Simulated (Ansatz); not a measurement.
# Ir (hcp)

Computed with Ansatz (plane waves, PAW, 420 eV cutoff): PBE with spin–orbit coupling, two-component spinors, 18×18×10 k-mesh, Gaussian smearing of 0.05 eV. The datasets are Ansatz's generated set soft_2.

```yaml
crystal:
  lattice:
    - [2.74870, 0.00000, 0.00000]
    - [-1.37435, 2.38044, 0.00000]
    - [0.00000, 0.00000, 4.46013]
  atoms:
    - { symbol: Ir, position: [0.33333, 0.66667, 0.75000] }
    - { symbol: Ir, position: [0.66667, 0.33333, 0.25000] }
```

At room temperature and ambient pressure Ir is fcc.

Question: Which orbitals carry the states at the Fermi level, and how many states are there?

Answer: Within 0.1 eV of it: Ir 5d 97 % (shares among the projected shells). The density of states at the Fermi level is about 2.4 states/eV per cell, averaged over 0.3 eV.

Density of states (tetrahedra, averaged over 0.5 eV; states/eV per cell of 2 atoms; energy in eV from the Fermi level; projections on Löwdin-orthogonalised atomic orbitals, summed over sites):

```csv
E,total,Ir 5d,Ir 6s
-7.60,1.58,0.99,0.57
-7.10,2.03,1.55,0.46
-6.60,2.31,1.99,0.29
-6.10,2.12,1.90,0.18
-5.60,2.25,2.10,0.10
-5.10,2.93,2.73,0.13
-4.60,1.98,1.84,0.09
-4.10,3.44,3.19,0.15
-3.60,2.37,2.12,0.15
-3.10,2.50,2.27,0.13
-2.60,2.80,2.55,0.13
-2.10,1.68,1.51,0.07
-1.60,1.74,1.60,0.05
-1.10,1.57,1.47,0.04
-0.60,1.78,1.69,0.04
-0.10,2.29,2.19,0.06
0.40,3.18,3.05,0.09
0.90,2.47,2.31,0.11
1.40,0.68,0.51,0.12
1.90,0.61,0.38,0.15
2.40,0.60,0.31,0.17
2.90,0.57,0.24,0.19
3.40,0.52,0.18,0.18
3.90,0.50,0.14,0.19
4.40,0.56,0.13,0.23
4.90,0.54,0.10,0.22
5.40,0.43,0.06,0.15
5.90,0.34,0.04,0.12
```
